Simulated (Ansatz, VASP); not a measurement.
TaN: VASP beside Ansatz

The input INCAR:

```
ALGO = Normal
EDIFF = 1E-8
ENCUT = 520
GGA = PE
ISIF = 2
ISMEAR = -1
LASPH = T
LCHARG = F
LEFG = T
LREAL = F
LWAVE = F
NBANDS = 33
NELM = 100
PREC = Accurate
SIGMA = 0.03
```

The input KPOINTS:

```
k-points
0
Gamma
  5 5 8
```

Contents of POSCAR:

```
TaN
1.0
    5.1849992558      0.0000000000      0.0000000000
   -2.5924996279      4.4903410741      0.0000000000
    0.0000000000      0.0000000000      2.9080000000
Ta N
3 3
Direct
    0.0000000000      0.0000000000      0.0000000000
    0.3333333333      0.6666666667      0.5000000000
    0.6666666667      0.3333333333      0.5000000000
    0.5000000000      0.0000000000      0.0000000000
    0.5000000000      0.5000000000      0.0000000000
    0.0000000000      0.5000000000      0.0000000000
```

Input for Ansatz:

```yaml
crystal:
  lattice:
    - [5.1849992558, 0.0, 0.0]
    - [-2.5924996279, 4.4903410741, 0.0]
    - [0.0, 0.0, 2.908]
  atoms:
    - { symbol: Ta, position: [0.0, 0.0, 0.0] }
    - { symbol: Ta, position: [0.3333333333, 0.6666666667, 0.5] }
    - { symbol: Ta, position: [0.6666666667, 0.3333333333, 0.5] }
    - { symbol: "N", position: [0.5, 0.0, 0.0] }
    - { symbol: "N", position: [0.5, 0.5, 0.0] }
    - { symbol: "N", position: [0.0, 0.5, 0.0] }
kpoints:
  mp_grid: { grid: [5, 5, 8] }
  band_path:
    path:
      - [0.0, 0.0, 0.0]
      - [0.5, 0.0, 0.0]
      - [0.3333333333, 0.3333333333, 0.0]
      - [0.0, 0.0, 0.0]
      - [0.0, 0.0, 0.5]
      - [0.5, 0.0, 0.5]
      - [0.3333333333, 0.3333333333, 0.5]
      - [0.0, 0.0, 0.5]
      - [0.5, 0.0, 0.5]
    npoints: 14
scf:
  occupations: { method: fermi_dirac, width: 0.03 }
hamiltonian:
  xc: pbe
  pseudopotentials: { kind: paw }
output:
  forces: true
  stress: true
  eigenvalues: true
  efg: { contact_densities: true }
  populations: true
  bader: true
  dos: { projected: true, de: 0.2, e_range: [-14, 8] }
  write_density: true
  write_potential: true
  elf: true
  volumetric_format: npy
```

Alike in both runs: task electric field gradients; functional PBE; k mesh 5 × 5 × 8; occupations fermi-dirac, width 0.03 eV; no spin polarisation.

|  | VASP | Ansatz |
| --- | --- | --- |
| version | VASP 6.6.1 | Ansatz 0.2.0 |
| potentials or method | VASP PAW PBE potentials, release 64 (Ta_pv, N) | PAW with Ansatz's default frozen-core files, scalar-relativistic |
| plane-wave cutoff (eV) | 520 | 420 |
| valence electrons in the cell | 48 | 54 |

```tsv
	VASP	Ansatz	Ansatz less VASP
pressure (GPa)	11.2	10.4	-0.84
largest component of the traceless stress (GPa)	0.88	0.69	-0.185
Vzz of the field gradient on the site that differs most (V/Å²)	-343.5	-465.9	-122.42
```

The two sets of potentials don't hold the same shells in valence. Ansatz warned: «gradients_without_spin_orbit».

The runs have no spin-orbit coupling, so splittings on Ta are missing.
